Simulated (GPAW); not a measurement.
SrO:

```xyz
2
Lattice="0.0000 2.5663 2.5663 2.5663 0.0000 2.5663 2.5663 2.5663 0.0000" Properties=species:S:1:pos:R:3 pbc="T T T"
Sr    2.5663    2.5663    2.5663
O     0.0000    0.0000    0.0000
```

```yaml
Program: GPAW 26.7.0
Task: relaxation of cell and atoms
Functional: BLYP
Dispersion: D4
Potentials_or_basis: PAW data sets generated in the run's folder for this functional
Cutoff: 800 eV
Basis: pw
k_mesh: 9 × 9 × 9
Occupations: fermi-dirac, width 0.05 eV
Spin: no spin polarisation
```

At the start: pressure 3.3 GPa; volume 16.90 Å³/atom.

Where does the relaxation end?

Over 3 steps the energy falls by 6.5 meV/atom and the volume is 17.49 Å³/atom (+3.5 %); space group Fm-3m (No. 225, to 0.05 Å).

The path:
```tsv
step	energy change (eV)	largest force (eV/Å)	pressure (GPa)	volume (Å³)
1	0.0000	0.0000	3.32	33.80
2	-0.0048	0.0000	2.58	34.06
3	-0.0130	0.0000	0.10	34.99
```

Final structure:
```xyz
2
Lattice="0.0000 2.5959 2.5959 2.5959 0.0000 2.5959 2.5959 2.5959 0.0000" Properties=species:S:1:pos:R:3 pbc="T T T"
Sr    2.5959    2.5959    2.5959
O     0.0000    0.0000    0.0000
```

Caveat: later steps reuse the first step's grids.
